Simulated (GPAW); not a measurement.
Input of a GPAW 26.7.0 run:

run.py

```python
from ase import Atoms
from ase.dft.bandgap import bandgap
from ase.io import write
from ase.units import GPa
from gpaw import GPAW, PW, setup_paths

setup_paths.insert(0, '.')

atoms = Atoms(['Ga', 'Ga'],
              cell=[[1.45, -4.065, 0.0],
                    [1.45, 4.065, 0.0],
                    [0.0, 0.0, 3.17]],
              scaled_positions=[[0.142651, 0.88362, 0.752161],
                                [0.86304, 0.146187, 0.261977]],
              pbc=True)

calc = GPAW(mode=PW(600),
            xc='PBEsol',
            kpts={'size': (10, 10, 8), 'gamma': True},
            occupations={'name': 'fermi-dirac', 'width': 0.05},
            nbands=10,
            convergence={'density': 1e-05, 'energy': 1e-05},
            maxiter=150,
            txt='gpaw.txt')
atoms.calc = calc
energy = atoms.get_potential_energy()
forces = atoms.get_forces()
stress = atoms.get_stress()
calc.write('gs.gpw')
write('result.traj', atoms)
print(f'Energy: {energy:.6f} eV')
print('Forces (eV/A):')
print(forces.round(4))
print('Stress (GPa):', (stress / GPa).round(3))
print('Fermi level:', round(calc.get_fermi_level(), 4), 'eV')
print(f'Gap: {bandgap(calc)[0]:.4f} eV, direct: {bandgap(calc, direct=True)[0]:.4f} eV')
```

Potentials or basis: PAW data sets generated in the run's folder for this functional, pw.

Launch:

```console
$ gpaw-setup -f PBEsol Ga
$ OMP_NUM_THREADS=1 python run.py
```

(1) Estimate the band gap on the k mesh.

(2) What does it give for the pressure?

## Answers

(1) none (metal or under the smearing width).

(2) -1.7 GPa.

Caveat: the program warned that so skewed a cell can give wrong results.
